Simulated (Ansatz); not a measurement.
What DFT gives for FeCo

```
CELL_PARAMETERS angstrom
2.88250 0.00000 0.00000
0.00000 2.88250 0.00000
0.00000 0.00000 2.88250
ATOMIC_POSITIONS crystal
Co 0.00000 0.00000 0.00000
Fe 0.50000 0.50000 0.50000
```

Method: PBE, no spin polarisation; PAW, plane waves to 420 eV, 12×12×12 Γ-centred mesh, fermi-dirac occupations (width 0.1 eV) (Ansatz 0.2.0), atoms fixed.

Is it stable against the elements?

0.60 eV an atom against the elements' usual phases (free molecules for gases, crystals otherwise, with no correction for O₂ or N₂), so at this geometry it isn't bound against them. Relaxing would lower it.

What do density and ELF say about some of the short contacts?

Co–Fe at 2.50 Å: least valence density 0.33 e/Å³ and ELF 0.29 there. Co–Co at 2.88 Å: least valence density 0.23 e/Å³ and ELF 0.30 there. Fe–Fe at 2.88 Å: least valence density 0.23 e/Å³ and ELF 0.34 there. Both are smooth PAW fields, read partly inside the augmentation spheres.

Give the Bader charges.

Bader charges in e: Fe +0.10, Co -0.10. In the mean Fe gives up most and Co takes most.

Is the cell too large or too small?

The pressure is -23.3 GPa (compression positive), so with the atoms held at these fractions the cell would first shrink.

Is there a gap?

It is a metal, with about 7.7 states/eV a cell as the mean within 0.25 eV of the Fermi level, mostly Co d (51 %) and Fe d (48 %).

Origin: a database entry at a rescaled volume. Caveats: no spin polarisation, so a magnetic state may lie lower; atoms or cell far from equilibrium.
